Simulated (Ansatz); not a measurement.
## Band table of CdTe (zincblende type)

```
CELL_PARAMETERS angstrom
0.00000 3.10971 3.10971
3.10971 0.00000 3.10971
3.10971 3.10971 0.00000
ATOMIC_POSITIONS crystal
Cd 0.00000 0.00000 0.00000
Te 0.25000 0.25000 0.25000
```

The cell comes from a relaxation on PAW files under the same functional, begun from a prototype that needn't be the stable phase.

Computed with Ansatz 0.2.0; functional PBEsol, scalar-relativistic. Settings: a Γ-centred 12×12×12 k mesh, Fermi–Dirac smearing of 0.05 eV, no spin polarisation. Methods: LAPW: all electrons, basis error target 1 meV/atom.

This run: volume at 0.88 of the series' base cell.

Spin–orbit coupling is left out, which matters for the heavy atoms.

Path points, in fractions of the reciprocal vectors: Γ (0.000, 0.000, 0.000), X (-0.500, -0.500, 0.000), U (-0.375, -0.375, 0.250), K (-0.375, 0.000, 0.375), L (0.000, 0.000, 0.500), W (-0.500, -0.250, 0.250). The distance column jumps between branches of the path. Levels in eV from the valence-band top; bands 14 to 25, counted from the lowest band of the run. The gap is 1.03 eV, the pressure 7.17 GPa.

```
# k(1/Å) point b14 b15 b16 b17 b18 b19 b20 b21 b22 b23 b24 b25
0.000 Γ -12.01 -8.77 -8.77 -8.77 -8.40 -8.40 0.00 0.00 0.00 1.03 4.46 4.46
0.126 - -11.98 -8.76 -8.76 -8.76 -8.40 -8.40 -0.52 -0.14 -0.14 1.56 4.23 4.64
0.253 - -11.91 -8.74 -8.74 -8.72 -8.41 -8.39 -1.32 -0.49 -0.49 2.36 3.76 5.15
0.379 - -11.79 -8.70 -8.70 -8.66 -8.41 -8.38 -2.14 -0.94 -0.94 3.01 3.29 5.84
0.505 - -11.66 -8.66 -8.66 -8.59 -8.38 -8.38 -2.93 -1.39 -1.39 2.82 3.33 6.65
0.631 - -11.52 -8.61 -8.61 -8.56 -8.37 -8.26 -3.67 -1.78 -1.78 2.51 3.17 7.40
0.758 - -11.41 -8.57 -8.57 -8.57 -8.36 -8.06 -4.32 -2.09 -2.09 2.31 2.87 8.25
0.884 - -11.34 -8.57 -8.54 -8.54 -8.36 -7.85 -4.80 -2.28 -2.28 2.22 2.63 9.05
1.010 X -11.31 -8.58 -8.53 -8.53 -8.36 -7.76 -4.98 -2.35 -2.35 2.20 2.53 9.40
1.055 - -11.31 -8.58 -8.53 -8.53 -8.36 -7.76 -4.98 -2.37 -2.34 2.22 2.56 9.29
1.100 - -11.31 -8.58 -8.53 -8.52 -8.36 -7.75 -4.97 -2.45 -2.32 2.29 2.66 9.06
1.144 - -11.31 -8.58 -8.53 -8.52 -8.36 -7.74 -4.96 -2.57 -2.29 2.35 2.85 8.79
1.189 - -11.32 -8.59 -8.54 -8.51 -8.36 -7.73 -4.95 -2.71 -2.24 2.41 3.12 8.50
1.233 - -11.32 -8.60 -8.54 -8.50 -8.37 -7.71 -4.94 -2.86 -2.19 2.47 3.45 8.22
1.278 - -11.32 -8.60 -8.55 -8.49 -8.37 -7.70 -4.92 -2.99 -2.12 2.53 3.83 7.96
1.323 - -11.32 -8.61 -8.56 -8.48 -8.38 -7.69 -4.91 -3.11 -2.04 2.60 4.22 7.71
1.367 U -11.33 -8.62 -8.57 -8.47 -8.38 -7.69 -4.89 -3.20 -1.95 2.68 4.61 7.52
1.986 K -11.33 -8.62 -8.57 -8.47 -8.38 -7.69 -4.89 -3.20 -1.95 2.68 4.61 7.52
2.120 - -11.36 -8.63 -8.60 -8.44 -8.40 -7.75 -4.79 -3.25 -1.64 2.94 5.36 6.90
2.254 - -11.42 -8.64 -8.63 -8.42 -8.41 -7.93 -4.54 -2.99 -1.27 3.19 5.27 6.24
2.388 - -11.52 -8.66 -8.66 -8.42 -8.41 -8.16 -4.08 -2.51 -0.91 3.27 5.14 5.52
2.522 - -11.64 -8.70 -8.68 -8.46 -8.41 -8.34 -3.40 -1.90 -0.57 3.08 4.87 5.27
2.656 - -11.78 -8.72 -8.71 -8.60 -8.41 -8.39 -2.57 -1.23 -0.31 2.71 4.47 4.93
2.790 - -11.90 -8.75 -8.74 -8.70 -8.41 -8.39 -1.63 -0.61 -0.13 2.21 4.30 4.67
2.924 - -11.98 -8.76 -8.76 -8.75 -8.40 -8.40 -0.65 -0.16 -0.03 1.56 4.37 4.51
3.058 Γ -12.01 -8.77 -8.77 -8.77 -8.40 -8.40 0.00 0.00 0.00 1.03 4.46 4.46
3.167 - -11.99 -8.76 -8.76 -8.76 -8.40 -8.40 -0.50 -0.05 -0.05 1.42 4.43 4.53
3.276 - -11.93 -8.75 -8.75 -8.72 -8.40 -8.40 -1.35 -0.18 -0.18 1.89 4.50 4.71
3.386 - -11.85 -8.73 -8.73 -8.65 -8.40 -8.40 -2.24 -0.36 -0.36 2.10 4.87 4.93
3.495 - -11.74 -8.72 -8.72 -8.54 -8.40 -8.40 -3.11 -0.55 -0.55 2.09 5.09 5.09
3.604 - -11.64 -8.70 -8.70 -8.40 -8.40 -8.38 -3.91 -0.73 -0.73 2.01 5.15 5.15
3.714 - -11.55 -8.69 -8.69 -8.39 -8.39 -8.20 -4.58 -0.87 -0.87 1.92 5.13 5.13
3.823 - -11.50 -8.68 -8.68 -8.39 -8.39 -8.02 -5.06 -0.96 -0.96 1.86 5.10 5.10
3.933 L -11.48 -8.68 -8.68 -8.39 -8.39 -7.94 -5.24 -0.99 -0.99 1.84 5.08 5.08
4.022 - -11.47 -8.68 -8.67 -8.39 -8.39 -7.93 -5.22 -1.17 -1.03 2.03 4.94 5.17
4.111 - -11.45 -8.67 -8.66 -8.40 -8.39 -7.91 -5.16 -1.60 -1.15 2.47 4.68 5.42
4.200 - -11.43 -8.66 -8.64 -8.41 -8.39 -7.87 -5.07 -2.09 -1.35 2.97 4.45 5.81
4.290 - -11.40 -8.64 -8.62 -8.42 -8.39 -7.82 -4.97 -2.55 -1.61 3.43 4.35 6.11
4.379 - -11.37 -8.63 -8.61 -8.43 -8.40 -7.75 -4.89 -2.89 -1.92 3.81 4.38 5.99
4.468 - -11.34 -8.61 -8.59 -8.44 -8.40 -7.69 -4.85 -3.05 -2.25 4.11 4.56 5.70
4.558 - -11.32 -8.60 -8.59 -8.44 -8.40 -7.65 -4.85 -3.03 -2.57 4.35 4.71 5.55
4.647 W -11.32 -8.60 -8.59 -8.44 -8.40 -7.63 -4.86 -2.88 -2.81 4.54 4.64 5.61
4.710 - -11.32 -8.60 -8.58 -8.45 -8.40 -7.63 -4.87 -2.86 -2.79 4.30 4.46 5.89
4.773 - -11.32 -8.59 -8.58 -8.46 -8.39 -7.65 -4.88 -2.81 -2.75 3.86 4.10 6.44
4.836 - -11.32 -8.59 -8.57 -8.47 -8.38 -7.67 -4.90 -2.73 -2.68 3.41 3.70 7.06
4.899 - -11.32 -8.59 -8.56 -8.49 -8.37 -7.70 -4.93 -2.62 -2.59 3.01 3.32 7.71
4.963 - -11.31 -8.59 -8.55 -8.50 -8.36 -7.72 -4.95 -2.52 -2.50 2.67 2.99 8.35
5.026 - -11.31 -8.58 -8.54 -8.52 -8.36 -7.74 -4.97 -2.43 -2.42 2.42 2.74 8.82
5.089 - -11.31 -8.58 -8.53 -8.53 -8.36 -7.76 -4.98 -2.37 -2.37 2.25 2.58 9.21
5.152 X -11.31 -8.58 -8.53 -8.53 -8.36 -7.76 -4.98 -2.35 -2.35 2.20 2.53 9.40
```
